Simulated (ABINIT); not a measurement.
Input of an ABINIT 10.8.3 (patched build) run:

The input run.abi:

```
# Datasets: ground state, then fixed potential
ndtset 2

# Pseudopotentials
pp_dirpath "./"
pseudos "As.GGA_PBE-JTH_sp.xml, B.GGA_PBE-JTH.xml"

# Structure
acell 6.3832096775 6.3832096775 6.3832096775
rprim
     0.0000000000     0.7071067812     0.7071067812
     0.7071067812     0.0000000000     0.7071067812
     0.7071067812     0.7071067812     0.0000000000
ntypat 2
znucl 33 5
natom 2
typat 1 2
xred
     0.7500000000     0.7500000000     0.7500000000
     0.0000000000     0.0000000000     0.0000000000

# Plane-wave basis
ecut 15.0
pawecutdg 30.0

# Exchange and correlation
ixc -116133

# Bands and occupations
occopt 3
tsmear 0.05 eV

# SCF cycle
nstep 100

# Output
iomode 3
prtwf 0
prteig 0
prtebands 0
enunit 1
prtden1 1

# Dataset 1
kptopt1 1
ngkpt1 10 10 10
nshiftk1 1
shiftk1 0.0 0.0 0.0
nband1 8
tolvrs1 1.0e-9

# Dataset 2: bands along G-X-W-K-G-L-U-W-L-K
iscf2 -2
getden2 1
nband2 12
nbdbuf2 2
tolwfr2 1.0e-12
kptopt2 -9
ndivsm2 6
prteig2 1
prtvol2 -3
kptbounds2
     0.0000000000     0.0000000000     0.0000000000
     0.5000000000     0.0000000000     0.5000000000
     0.5000000000     0.2500000000     0.7500000000
     0.3750000000     0.3750000000     0.7500000000
     0.0000000000     0.0000000000     0.0000000000
     0.5000000000     0.5000000000     0.5000000000
     0.6250000000     0.2500000000     0.6250000000
     0.5000000000     0.2500000000     0.7500000000
     0.5000000000     0.5000000000     0.5000000000
     0.3750000000     0.3750000000     0.7500000000
```

Potentials or basis: JTH PAW PBE v2.0 sp.

The run is started by

```sh
$ abinit run.abi > log 2>&1
```

Q: Predict the pressure.

A: 0.0 GPa.

Q: Estimate the band gap along the path.

A: 1.09 eV, indirect (least direct gap 3.28 eV).

Levels at the corners of the path, in eV from the valence-band top:
```tsv
point	band 1	band 2	band 3	band 4	band 5	band 6	band 7	band 8	band 9
Γ	-15.44	0.00	0.00	0.00	3.28	3.28	3.28	4.75	9.49
X	-11.26	-8.53	-4.09	-4.09	1.32	1.35	11.47	11.47	12.95
W	-11.09	-8.06	-5.54	-5.26	5.27	6.00	6.74	7.11	12.46
K	-11.29	-8.15	-6.01	-3.50	1.96	5.56	9.32	9.82	10.71
Γ	-15.44	0.00	0.00	0.00	3.28	3.28	3.28	4.75	9.49
L	-12.56	-8.83	-1.82	-1.82	2.69	4.78	4.78	8.89	12.70
U	-11.29	-8.15	-6.01	-3.50	1.96	5.56	9.32	9.82	10.71
W	-11.09	-8.06	-5.54	-5.26	5.27	6.00	6.74	7.11	12.46
L	-12.56	-8.83	-1.82	-1.82	2.69	4.78	4.78	8.89	12.70
K	-11.29	-8.15	-6.01	-3.50	1.96	5.56	9.32	9.82	10.71
```

Caveat: the PAW data sets were made with another functional, which shifts forces and pressure a little; this set keeps more shells in the core, which shifts pressures and gaps. PBEsol gaps usually lie below the measured ones, often by a third to a half.
